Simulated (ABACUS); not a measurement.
Here is an ABACUS 3.10.1 calculation.

run_abacus.py

```python
"""ABACUS run from a structure file: ASE reads it, the script writes STRU, KPT and INPUT."""
import re
import subprocess
from ase.io import read
from ase.units import Bohr

atoms = read("CoO.xyz")
atoms = atoms[(-atoms.numbers).argsort(kind="stable")]  # ABACUS lists atoms element by element
pseudo = {'Co': 'Co.upf', 'O': 'O.upf'}
orbital = {'Co': 'Co_confined-atom_7au_3s2p2d1f.orb', 'O': 'O_confined-atom_6au_2s2p1d.orb'}
magmoms = None
kmesh = [6, 6, 6]
params = {
    'suffix': 'CoO',
    'calculation': 'scf',
    'basis_type': 'lcao',
    'pseudo_dir': './',
    'orbital_dir': './',
    'symmetry': 1,
    'dft_functional': 'pbe',
    'ecutwfc': 100,
    'pseudo_rcut': 7,
    'nspin': 1,
    'nbands': 16,
    'ks_solver': 'genelpa',
    'smearing_method': 'fd',
    'smearing_sigma': 0.00367493,
    'scf_thr': 1e-07,
    'scf_nmax': 100,
    'mixing_type': 'broyden',
    'mixing_beta': 0.7,
    'cal_force': 1,
    'cal_stress': 1,
    'out_mul': 1,
}

symbols = atoms.get_chemical_symbols()
elements = list(dict.fromkeys(symbols))
lines = ["ATOMIC_SPECIES"] + [f"{e} {atoms.get_masses()[symbols.index(e)]:.4f} {pseudo[e]}" for e in elements]
if orbital:
    lines += ["", "NUMERICAL_ORBITAL"] + [orbital[e] for e in elements]
lines += ["", "LATTICE_CONSTANT", f"{1 / Bohr:.10f}", "", "LATTICE_VECTORS"]
lines += [" ".join(f"{x:.10f}" for x in v) for v in atoms.cell]
lines += ["", "ATOMIC_POSITIONS", "Direct"]
for e in elements:
    lines += ["", e, "0.0", str(symbols.count(e))]
    for i, p in enumerate(atoms.get_scaled_positions(wrap=False)):
        if symbols[i] == e:
            mag = "" if magmoms is None else " mag " + " ".join(str(x) for x in (magmoms[i] if isinstance(magmoms[i], list) else [magmoms[i]]))
            lines.append(" ".join(f"{x:.10f}" for x in p) + " 1 1 1" + mag)
open("STRU", "w").write("\n".join(lines) + "\n")
open("KPT", "w").write("K_POINTS\n0\nGamma\n%d %d %d 0 0 0\n" % tuple(kmesh))
open("INPUT", "w").write("INPUT_PARAMETERS\n" + "".join(f"{k:<20s}{v}\n" for k, v in params.items()))

done = subprocess.run(['mpirun', '-np', '4', 'abacus'])
if done.returncode:
    raise SystemExit(done.returncode)
log = open("OUT.CoO/running_scf.log").read()
print("final energy (eV):", re.findall(r"FINAL_ETOT_IS (\S+)", log))
```

File CoO.xyz:

```xyz
2
Lattice="2.5705263100 0.0000000000 0.0000000000 0.0000000000 2.5705263100 0.0000000000 0.0000000000 0.0000000000 2.5705263100" Properties=species:S:1:pos:R:3 pbc="T T T"
Co     0.0000000000      0.0000000000      0.0000000000
O      1.2852631550      1.2852631550      1.2852631550
```

Potentials or basis: PseudoDojo NC SR 0.4.1 PBE standard, DZP LCAO (the cutoffs set its grid).

The run is started by

```bash
$ OMP_NUM_THREADS=1 python run_abacus.py > log
```

(1) What does it give for the pressure?

(2) What does it give for the Mulliken charges?

Results:

(1) -3.2 GPa.

(2) Co +0.26; O -0.26 e.

Caveat: the k mesh is coarse (spacing up to 0.41 Å⁻¹), so the values aren't converged; the atomic orbitals were generated for these runs and aren't a published set; the basis of atomic orbitals isn't converged, which shifts pressures, moduli and gaps; an odd number of electrons without spin polarisation forces a metal; a magnetic or distorted state may lie lower; the run has no spin polarisation, though such a crystal can be magnetic.
